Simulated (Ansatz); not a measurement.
## Stress against strain in HgTe

```xyz
2
Lattice="0.0000 2.9215 2.9215 2.9215 0.0000 2.9215 2.9215 2.9215 0.0000" Properties=species:S:1:pos:R:3 pbc="T T T"
Hg    0.0000    0.0000    0.0000
Te    2.9215    2.9215    2.9215
```

Atom numbers follow the list: Hg1, Te2.

The cell is COD entry 1538296, as deposited and not checked against the literature; nothing was relaxed.

No spin–orbit coupling, which matters for the heavy atoms here.

Method: DFT, LDA, all-electron LAPW, scalar-relativistic in Ansatz 0.2.0.

Settings: a Γ-centred 10×10×10 k mesh, Fermi–Dirac smearing of 0.08 eV, basis error target 1 meV/atom, no spin polarisation.

The strain is applied along the Cartesian axes of the cell as listed (the other components stay zero). Fractional coordinates are held (clamped ions).

σ is the change of stress from the unstrained cell, which is at 3.85 GPa; tension is positive, so slopes are stress–strain coefficients at that pressure. In a metal the k mesh adds noise.

Only quantities that a quadratic follows smoothly over the whole series are listed; rougher ones are left out.

```tsv
εxx = εyy	σzz (GPa)	σxx (GPa)
-0.0300	-2.97	-8.00
-0.0200	-1.87	-4.97
-0.0100	-0.90	-2.31
0.0000	0.00	0.00
0.0100	0.85	1.99
0.0300	2.46	5.13
```

Q: Fit the series and read off the stiffness at zero strain.

A: Least-squares fits y = p0 + p1 x + p2 x² to the rows give σzz (GPa): p1 = 89.9, p2 = -290; σxx (GPa): p1 = 218, p2 = -1600. So 2 C12 = 90 GPa and C11 + C12 = 218 GPa.

Q: One run, at εxx = εyy = 0.0200, is withheld. Predict its row.

A: The fits give 1.69, 3.73; the run gave 1.66, 3.70.
